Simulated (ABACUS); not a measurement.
# BN (F-43m) in ABACUS: further runs

Runs on BN. Level: PBE. Tasks: equation of state.

Program: ABACUS 3.10.1. These are calculated values, not measurements. Logs are shortened: lines on timing, memory, paths and dates and some standing lists are left out, and cuts for length are marked.

**Experimental background.**

“Effect of nanostructuration on compressibility of cubic BN”, 2012, arxiv:1208.3664 quotes, for a bulk crystal of BN at 300 K: bulk modulus 395 ± 2 GPa.

How close the calculation comes is told below.

**1. The crystal as given**

Symmetry: F-43m, No. 216, cubic system. The conventional cell has a = 3.626 Å, b = 3.626 Å, c = 3.626 Å, α = 90.00°, β = 90.00°, γ = 90.00°. N (site symmetry -43m) has 4 B at 1.57 Å as nearest neighbours. Around B (site symmetry -43m) lie 4 N at 1.57 Å.

The cell is a database's computed one.

**2. Equation of state, PBE, 5.60 Å³/atom (volume scaled by 0.94)**

INPUT

```
INPUT_PARAMETERS
suffix              BN
calculation         scf
basis_type          lcao
pseudo_dir          ./
orbital_dir         ./
symmetry            1
dft_functional      pbe
ecutwfc             100
pseudo_rcut         10
nspin               1
nbands              8
ks_solver           genelpa
smearing_method     fd
smearing_sigma      0.00367493
scf_thr             1e-07
scf_nmax            100
mixing_type         broyden
mixing_beta         0.7
cal_force           1
cal_stress          1
out_mul             1
```

STRU

```
ATOMIC_SPECIES
N 14.0070 N.upf
B 10.8100 B.upf

NUMERICAL_ORBITAL
N_confined-atom_6au_3s3p2d1f.orb
B_confined-atom_7au_3s3p2d1f.orb

LATTICE_CONSTANT
1.8897261246

LATTICE_VECTORS
0.0000000000 1.7759905947 1.7759905947
1.7759905947 0.0000000000 1.7759905947
1.7759905947 1.7759905947 0.0000000000

ATOMIC_POSITIONS
Direct

N
0.0
1
0.2500000000 0.2500000000 0.2500000000 1 1 1

B
0.0
1
0.0000000000 0.0000000000 0.0000000000 1 1 1
```

KPT

```
K_POINTS
0
Gamma
13 13 13 0 0 0
```

Potentials or basis: PseudoDojo NC SR 0.4.1 PBE standard, TZDP LCAO (the cutoffs set its grid).

Started as:

```bash
OMP_NUM_THREADS=1 mpirun -np 4 abacus > log
```

running log:

```text
ABACUS v3.10.1

               Atomic-orbital Based Ab-initio Computation at UStc

 ------------------------------------------------------------------------------------

 READING GENERAL INFORMATION
                           global_out_dir = OUT.BN/
                           global_in_card = INPUT
                               pseudo_dir = ./
                              orbital_dir = ./
                                    DSIZE = 4
                                    GSIZE = 1

 READING UNITCELL INFORMATION
                                    ntype = 2
                  lattice constant (Bohr) = 1.88973
              lattice constant (Angstrom) = 1

 READING ATOM TYPE 1
                               atom label = N
                      L=0, number of zeta = 3
                      L=1, number of zeta = 3
                      L=2, number of zeta = 2
                      L=3, number of zeta = 1
             number of atom for this type = 1

 READING ATOM TYPE 2
                               atom label = B
                      L=0, number of zeta = 3
                      L=1, number of zeta = 3
                      L=2, number of zeta = 2
                      L=3, number of zeta = 1
             number of atom for this type = 1

                        TOTAL ATOM NUMBER = 2
DIRECT COORDINATES
    atom                   x                   y                   z     mag                  vx                  vy                  vz
taud_N1            0.2500000000        0.2500000000        0.2500000000  0.0000        0.0000000000        0.0000000000        0.0000000000
taud_B1            0.0000000000        0.0000000000        0.0000000000  0.0000        0.0000000000        0.0000000000        0.0000000000

                          Volume (Bohr^3) = 75.6047
                             Volume (A^3) = 11.2034

 Lattice vectors: (Cartesian coordinate: in unit of a_0)
                   +0            +1.77599            +1.77599
             +1.77599                  +0            +1.77599
             +1.77599            +1.77599                  +0
 Reciprocal vectors: (Cartesian coordinate: in unit of 2 pi/a_0)
            -0.281533           +0.281533           +0.281533
            +0.281533           -0.281533           +0.281533
            +0.281533           +0.281533           -0.281533
 The esolver type has been set to : ksdft_lcao

                PAO radial cut off (Bohr) = 10

 Read in pseudopotential file is N.upf
                     pseudopotential type = NC
          exchange-correlation functional = PBE
                 nonlocal core correction = 1
                        valence electrons = 5
                                     lmax = 1
                           number of zeta = 2
                     number of projectors = 4
                           L of projector = 0
                           L of projector = 0
                           L of projector = 1
                           L of projector = 1
                PAO radial cut off (Bohr) = 10

 Read in pseudopotential file is B.upf
                     pseudopotential type = NC
          exchange-correlation functional = PBE
                 nonlocal core correction = 1
                        valence electrons = 3
                                     lmax = 1
                           number of zeta = 2
                     number of projectors = 4
                           L of projector = 0
                           L of projector = 0
                           L of projector = 1
                           L of projector = 1
     initial pseudo atomic orbital number = 8

 SETUP THE ELECTRONS NUMBER
             electron number of element N = 5
       total electron number of element N = 5
             electron number of element B = 3
       total electron number of element B = 3
            AUTOSET number of electrons:  = 8
                           occupied bands = 4
                                   NLOCAL = 58
                                   NBANDS = 8
                                   NBANDS = 8
                                   NLOCAL = 58

 SETUP THE PLANE WAVE BASIS
 energy cutoff for charge/potential (unit:Ry) = 400
            fft grid for charge/potential = [ 32, 32, 32 ]
                        fft grid division = [ 4, 4, 4 ]
        big fft grid for charge/potential = [ 8, 8, 8 ]
                                     nbxx = 128
                                     nrxx = 8192

 SETUP PLANE WAVES FOR CHARGE/POTENTIAL
                    number of plane waves = 10177
[... 69 lines left out ...]
                                   nkstot = 2197
                       right hand lattice = 1
(for reciprocal lattice: )
                             BRAVAIS TYPE = 2
                     BRAVAIS LATTICE NAME = 02. Cubic I (body-centered)
                                    ibrav = 2
                       right hand lattice = 1
(for k-lattice: )
[... 20 lines left out ...]
[... K-POINTS DIRECT COORDINATES: 84 rows ...]

           k-point number in this process = 84
       minimum distributed K point number = 84
[... stars of the k points ...]

[... K-POINTS CARTESIAN COORDINATES: 84 rows ...]

[... K-POINTS DIRECT COORDINATES: 84 rows ...]

 SETUP PLANE WAVES FOR WAVE FUNCTIONS
     energy cutoff for wavefunc (unit:Ry) = 100
              fft grid for wave functions = [ 32, 32, 32 ]
                    number of plane waves = 1917
                         number of sticks = 199

 PARALLEL PW FOR WAVE FUNCTIONS
     PROC   COLUMNS(POT)             PW
        1             50            481
        2             49            477
        3             50            479
        4             50            480
 --------------- sum -------------------
        4            199           1917

 SET NONLOCAL PSEUDOPOTENTIAL PROJECTORS
 SET NONLOCAL PSEUDOPOTENTIAL PROJECTORS
 max number of nonlocal projetors among all species is 4

 -------------------------------------------
 SELF-CONSISTENT
 -------------------------------------------

 SETUP SEARCHING RADIUS FOR PROGRAM TO SEARCH ADJACENT ATOMS
                  longest orb rcut (Bohr) = 7
   longest nonlocal projector rcut (Bohr) = 1.38
                     search radius (Bohr) = 16.8
              searching radius is (Bohr)) = 16.8
         searching radius unit is (Bohr)) = 1.89
                         PeriodicBoundary = 1
                        Radius(unit:lat0) = 8.87
                                   glayer = [ 6, 6, 6 ]
                             glayer_minus = [ 5, 5, 5 ]

Find the coordinate range of the input atom(unit:lat0).
                                  min_tau = [ -17.8, -17.8, -17.8 ]
                                  max_tau = [ 18.6, 18.6, 18.6 ]
                                BoxNumber = [ 11, 11, 11 ]

 SETUP EXTENDED REAL SPACE GRID FOR GRID INTEGRATION
                          real space grid = [ 32, 32, 32 ]
                 big cell numbers in grid = [ 8, 8, 8 ]
             meshcell numbers in big cell = [ 4, 4, 4 ]
                        extended fft grid = [ 15, 15, 15 ]
                dimension of extened grid = [ 39, 39, 39 ]
                            UnitCellTotal = 125
              Atom number in sub-FFT-grid = 2
    Local orbitals number in sub-FFT-grid = 58
                                ParaV.nnr = 109713
                                 init_chg = atomic

 LCAO ALGORITHM --------------- ION=   1  ELEC=   1--------------------------------

 Density error is 0.185314486586
----------------------------------------------------------
     Energy           Rydberg                 eV
----------------------------------------------------------
 E_KohnSham     -26.7439396300       -363.8699659354
 E_Harris       -25.7127914666       -349.8404754316
 E_Fermi        1.0616780260         14.4448705953
----------------------------------------------------------
[... 91 lines left out ...]
 Density error is 2.80785791544e-09
----------------------------------------------------------
     Energy           Rydberg                 eV
----------------------------------------------------------
 E_KohnSham     -26.7989239711       -364.6180662761
 E_KS(sigma->0) -26.7989239711       -364.6180662761
 E_Harris       -26.7989239918       -364.6180665577
 E_band         2.2804101735         31.0265721361
 E_one_elec     5.3544662428         72.8512506501
 E_Hartree      3.4782432517         47.3239272530
 E_xc           -8.8235125987        -120.0500477177
 E_Ewald        -26.8081208668       -364.7431964615
 E_entropy(-TS) -0.0000000000        -0.0000000000
 E_descf        0.0000000000         0.0000000000
 E_exx          0.0000000000         0.0000000000
 E_Fermi        0.9833578155         13.3792694636
----------------------------------------------------------

 charge density convergence is achieved
 final etot is -364.61806628 eV
 EFERMI = 13.379269464 eV

 STATE ENERGY(eV) AND OCCUPATIONS    NSPIN == 1
 1/84 kpoint (Cartesian) = 0.0000 0.0000 0.0000 (314 pws)
       1       -8.79436    0.000910332
       2        12.0168    0.000910332
       3        12.0168    0.000910332
       4        12.0168    0.000910332
       5        21.1565    2.55203e-71
       6        21.1565    2.55203e-71
       7        21.1565    2.55203e-71
       8        23.2787    9.41552e-90
[... 41 lines left out ...]
 6/84 kpoint (Cartesian) = 0.10828 0.10828 0.10828 (326 pws)
       1       -5.40150     0.00728266
       2        2.48716     0.00728266
       3        10.1648     0.00728266
       4        10.1648     0.00728266
       5        22.7919    1.27401e-84
       6        23.1107    2.16929e-87
       7        23.1107    2.16929e-87
       8        27.5404        0.00000

[... levels at 78 further k points ...]

 correction force for each atom along direction 1 is -0.0894976
 correction force for each atom along direction 2 is -0.0329309
 correction force for each atom along direction 3 is -0.0438229
------------------------------------------------------------------------------------------
 TOTAL-FORCE (eV/Angstrom)
------------------------------------------------------------------------------------------
                        N1         0.0000000000         0.0000000000         0.0000000000
                        B1         0.0000000000         0.0000000000         0.0000000000
------------------------------------------------------------------------------------------

----------------------------------------------------------------
 TOTAL-STRESS (KBAR)
----------------------------------------------------------------
       258.3528942361         0.0000000000         0.0000000000
        -0.0000000000       258.3528942361        -0.0000000000
         0.0000000000         0.0000000000       258.3528942361
----------------------------------------------------------------
 TOTAL-PRESSURE: 258.352894 KBAR

 --------------------------------------------
 !FINAL_ETOT_IS -364.6180662760859263 eV
 --------------------------------------------
```

It took 13 s on 4 MPI ranks of INTEL XEON PLATINUM 8581C at 2.10GHz (Emerald Rapids), shared host; peak memory 0.6 GiB.

What came out:

* Free energy: -364.6181 eV
* Pressure: 25.8 GPa
* Band gap on the k mesh: 4.69 eV, indirect (least direct gap 9.14 eV)
* Mulliken charges: N -0.33; B +0.33 e

Caveat: the atomic orbitals were generated for these runs and aren't a published set; Mulliken charges move with the basis; an odd mesh through Γ misses points on the zone boundary, where band edges often lie; the basis of atomic orbitals isn't converged, which shifts pressures, moduli and gaps.

**3. Equation of state, PBE, 5.72 Å³/atom (volume scaled by 0.96)**

INPUT is that of step 2.

STRU, as its differences from that of step 2:

```diff
@@ -12,5 +12,5 @@
 LATTICE_VECTORS
-0.0000000000 1.7759905947 1.7759905947
-1.7759905947 0.0000000000 1.7759905947
-1.7759905947 1.7759905947 0.0000000000
+0.0000000000 1.7884979828 1.7884979828
+1.7884979828 0.0000000000 1.7884979828
+1.7884979828 1.7884979828 0.0000000000
```

KPT is that of step 2.

Potentials or basis: PseudoDojo NC SR 0.4.1 PBE standard, TZDP LCAO (the cutoffs set its grid).

Started as:

```bash
OMP_NUM_THREADS=1 mpirun -np 4 abacus > log
```

It took 12 s on 4 MPI ranks of INTEL XEON PLATINUM 8581C at 2.10GHz (Emerald Rapids), shared host; peak memory 0.6 GiB.

The run converged. Its results:

```
Free energy            : -364.6494 eV
Pressure               : 16.4 GPa
Band gap on the k mesh : 4.66 eV, indirect (least direct gap 9.04 eV)
Mulliken charges       : N -0.28; B +0.28 e
```

Caveat: the atomic orbitals were generated for these runs and aren't a published set; Mulliken charges move with the basis; an odd mesh through Γ misses points on the zone boundary, where band edges often lie; the basis of atomic orbitals isn't converged, which shifts pressures, moduli and gaps.

**4. Equation of state, PBE, 5.84 Å³/atom (volume scaled by 0.98)**

INPUT is that of step 3.

STRU, as its differences from that of step 3:

```diff
@@ -12,5 +12,5 @@
 LATTICE_VECTORS
-0.0000000000 1.7884979828 1.7884979828
-1.7884979828 0.0000000000 1.7884979828
-1.7884979828 1.7884979828 0.0000000000
+0.0000000000 1.8008328414 1.8008328414
+1.8008328414 0.0000000000 1.8008328414
+1.8008328414 1.8008328414 0.0000000000
```

KPT is that of step 3.

Started as:

```bash
OMP_NUM_THREADS=1 mpirun -np 4 abacus > log
```

Wall time 12 s (4 MPI ranks of INTEL XEON PLATINUM 8581C at 2.10GHz (Emerald Rapids), shared host); peak memory 0.6 GiB.

The run converged. Its results:

* Free energy: -364.6674 eV
* Pressure: 7.9 GPa
* Band gap on the k mesh: 4.64 eV, indirect (least direct gap 8.93 eV)
* Mulliken charges: N -0.24; B +0.24 e

Caveat: the atomic orbitals were generated for these runs and aren't a published set; Mulliken charges move with the basis; an odd mesh through Γ misses points on the zone boundary, where band edges often lie; the basis of atomic orbitals isn't converged, which shifts pressures, moduli and gaps.

**5. Equation of state, PBE, 5.96 Å³/atom**

INPUT is that of step 4.

STRU, as its differences from that of step 4:

```diff
@@ -12,5 +12,5 @@
 LATTICE_VECTORS
-0.0000000000 1.8008328414 1.8008328414
-1.8008328414 0.0000000000 1.8008328414
-1.8008328414 1.8008328414 0.0000000000
+0.0000000000 1.8130010000 1.8130010000
+1.8130010000 0.0000000000 1.8130010000
+1.8130010000 1.8130010000 0.0000000000
```

KPT is that of step 4.

Started as:

```bash
OMP_NUM_THREADS=1 mpirun -np 4 abacus > log
```

Wall time 12 s (4 MPI ranks of INTEL XEON PLATINUM 8581C at 2.10GHz (Emerald Rapids), shared host); peak memory 0.6 GiB.

The run converged. Its results:

| Quantity | Value |
| --- | --- |
| Free energy | -364.6733 eV |
| Pressure | 0.1 GPa |
| Band gap on the k mesh | 4.61 eV, indirect (least direct gap 8.84 eV) |
| Mulliken charges | N -0.21; B +0.21 e |

Caveat: the atomic orbitals were generated for these runs and aren't a published set; Mulliken charges move with the basis; an odd mesh through Γ misses points on the zone boundary, where band edges often lie; the basis of atomic orbitals isn't converged, which shifts pressures, moduli and gaps.

**6. Equation of state, PBE, 6.08 Å³/atom (volume scaled by 1.02)**

INPUT is that of step 5.

STRU, as its differences from that of step 5:

```diff
@@ -12,5 +12,5 @@
 LATTICE_VECTORS
-0.0000000000 1.8130010000 1.8130010000
-1.8130010000 0.0000000000 1.8130010000
-1.8130010000 1.8130010000 0.0000000000
+0.0000000000 1.8250079791 1.8250079791
+1.8250079791 0.0000000000 1.8250079791
+1.8250079791 1.8250079791 0.0000000000
```

KPT is that of step 5.

Potentials or basis: PseudoDojo NC SR 0.4.1 PBE standard, TZDP LCAO (the cutoffs set its grid).

Started as:

```bash
OMP_NUM_THREADS=1 mpirun -np 4 abacus > log
```

It took 11 s on 4 MPI ranks of INTEL XEON PLATINUM 8581C at 2.10GHz (Emerald Rapids), shared host; peak memory 0.56 GiB.

It converged, with:

```
Free energy            : -364.6682 eV
Pressure               : -6.9 GPa
Band gap on the k mesh : 4.58 eV, indirect (least direct gap 8.74 eV)
Mulliken charges       : N -0.20; B +0.20 e
```

Caveat: the atomic orbitals were generated for these runs and aren't a published set; Mulliken charges move with the basis; an odd mesh through Γ misses points on the zone boundary, where band edges often lie; the basis of atomic orbitals isn't converged, which shifts pressures, moduli and gaps.

**7. Equation of state, PBE, 6.20 Å³/atom (volume scaled by 1.04)**

INPUT is that of step 6.

STRU, as its differences from that of step 6:

```diff
@@ -12,5 +12,5 @@
 LATTICE_VECTORS
-0.0000000000 1.8250079791 1.8250079791
-1.8250079791 0.0000000000 1.8250079791
-1.8250079791 1.8250079791 0.0000000000
+0.0000000000 1.8368590123 1.8368590123
+1.8368590123 0.0000000000 1.8368590123
+1.8368590123 1.8368590123 0.0000000000
```

KPT is that of step 6.

Started as:

```bash
OMP_NUM_THREADS=1 mpirun -np 4 abacus > log
```

It took 9.9 s on 4 MPI ranks of INTEL XEON PLATINUM 8581C at 2.10GHz (Emerald Rapids), shared host; peak memory 0.6 GiB.

It converged, with:

```
Free energy            : -364.6530 eV
Pressure               : -13.4 GPa
Band gap on the k mesh : 4.55 eV, indirect (least direct gap 8.64 eV)
Mulliken charges       : N -0.19; B +0.19 e
```

Caveat: the atomic orbitals were generated for these runs and aren't a published set; Mulliken charges move with the basis; an odd mesh through Γ misses points on the zone boundary, where band edges often lie; the basis of atomic orbitals isn't converged, which shifts pressures, moduli and gaps.

**8. Equation of state, PBE, 6.32 Å³/atom (volume scaled by 1.06)**

INPUT is that of step 7.

STRU, as its differences from that of step 7:

```diff
@@ -12,5 +12,5 @@
 LATTICE_VECTORS
-0.0000000000 1.8368590123 1.8368590123
-1.8368590123 0.0000000000 1.8368590123
-1.8368590123 1.8368590123 0.0000000000
+0.0000000000 1.8485590667 1.8485590667
+1.8485590667 0.0000000000 1.8485590667
+1.8485590667 1.8485590667 0.0000000000
```

KPT is that of step 7.

Started as:

```bash
OMP_NUM_THREADS=1 mpirun -np 4 abacus > log
```

Wall time 9.5 s (4 MPI ranks of INTEL XEON PLATINUM 8581C at 2.10GHz (Emerald Rapids), shared host); peak memory 0.6 GiB.

The run converged. Its results:

```yaml
Free_energy: -364.6286 eV
Pressure: -19.3 GPa
Band_gap_on_the_k_mesh: 4.53 eV, indirect (least direct gap 8.55 eV)
Mulliken_charges: N -0.19; B +0.19 e
```

Caveat: the atomic orbitals were generated for these runs and aren't a published set; Mulliken charges move with the basis; an odd mesh through Γ misses points on the zone boundary, where band edges often lie; the basis of atomic orbitals isn't converged, which shifts pressures, moduli and gaps.

**9. Equation of state, PBE**

Potentials or basis: PseudoDojo NC SR 0.4.1 PBE standard, TZDP LCAO (the cutoffs set its grid).

No new run: the results of the series are fitted here.

What came out:

```yaml
Equilibrium_volume: 5.96 Å³/atom
Bulk_modulus: 370 GPa
Pressure_derivative_of_the_bulk_modulus: 3.6
```

Energy against volume, from the lowest point:
| volume (Å³/atom) | energy (meV/atom) |
| --- | --- |
| 5.602 | 27.63 |
| 5.721 | 11.97 |
| 5.840 | 2.95 |
| 5.959 | 0.00 |
| 6.078 | 2.57 |
| 6.198 | 10.16 |
| 6.317 | 22.35 |

Caveat: the atomic orbitals were generated for these runs and aren't a published set; the basis of atomic orbitals isn't converged, which shifts pressures, moduli and gaps.

**10. Comparison with measurements**

Step 9. Measured bulk modulus of BN: 395 GPa (300 K; quoted in “Effect of nanostructuration on compressibility of cubic BN”, 2012, arxiv:1208.3664). This calculation gives 370 GPa (-6.3 %). The fit is for a static lattice scaled at fixed shape and fixed fractional positions.
